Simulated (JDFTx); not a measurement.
# BN: changing the functional

Symmetry: F-43m, No. 216, cubic system. The conventional cell has a = 3.626 Å, b = 3.626 Å, c = 3.626 Å, α = 90.00°, β = 90.00°, γ = 90.00°. Around N (site symmetry -43m) lie 4 B at 1.57 Å. Around B (site symmetry -43m) lie 4 N at 1.57 Å.

Kept alike: task single point; k mesh 13 × 13 × 13; occupations fermi-dirac, width 0.05 eV; no spin polarisation. Program: JDFTx, SG15-PBE-1.2 with smoothed tails, cutoff 1361 eV. The mesh is that of the run's cell of 2 atoms. No spin-orbit coupling.

| functional | pressure (GPa) |
| --- | --- |
| LDA | -4.96 |
| PBEsol | -4.38 |
| r2SCAN | -5.54 |

Pressure is positive in compression; the values hold the error of the finite cutoff, so their zero can differ a little from the energy's minimum. A pressure under LDA's (r2SCAN) is unusual; the cause wasn't traced. All rows use potentials made for PBE.

Problem. What does the functional change here?

Solution. The pressure runs from -5.54 (r2SCAN) to -4.38 GPa (PBEsol). A positive pressure means that the functional's own cell is larger than the one given, a negative one that it is smaller.
